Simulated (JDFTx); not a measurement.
Nb under changes of volume

One of the cells (18.428 Å³/atom); the others are scaled copies at fixed shape and fractional positions:

```
Nb
1.0
    -1.66395    1.66395    1.66395
     1.66395   -1.66395    1.66395
     1.66395    1.66395   -1.66395
Nb
1
Direct
  0.00000 0.00000 0.00000
```

| Property | Result |
| --- | --- |
| Program | JDFTx 1.7.0 (patched build) |
| Functional | r2SCAN |
| Potentials or basis | SG15-PBE-1.2 |
| Cutoff | 1088 eV |
| Density cutoff | 4354 eV |
| k mesh | 11 × 11 × 11 |
| Occupations | fermi-dirac, width 0.05 eV |
| Spin | no spin polarisation |

```csv
volume (Å³/atom),energy over the lowest point (meV/atom),pressure (GPa)
17.322,21.27,8.2
17.691,?,?
18.060,0.00,0.0
18.428,2.98,-3.6
18.797,13.89,-6.8
19.165,32.00,-9.8
19.534,56.68,-12.4
```

Q: What does the run at 17.691 Å³/atom give?

A: Energy over the lowest point 5.84 meV/atom; pressure 3.9 GPa.

Worked out: A Birch-Murnaghan fit of order 3 (a polynomial in V^(-2/3)) to the other rows has its minimum at 18.11 Å³/atom with B0 = V·E''(V) = 184 GPa and B' = 3.8. It gives 5.79 meV/atom at 17.691 Å³/atom, against the run's 5.84, and -dE/dV = 4.5 GPa, against 3.9.

Energies are extrapolated to zero smearing.

Caveats: the potentials were made for another functional, which shifts forces and pressure.
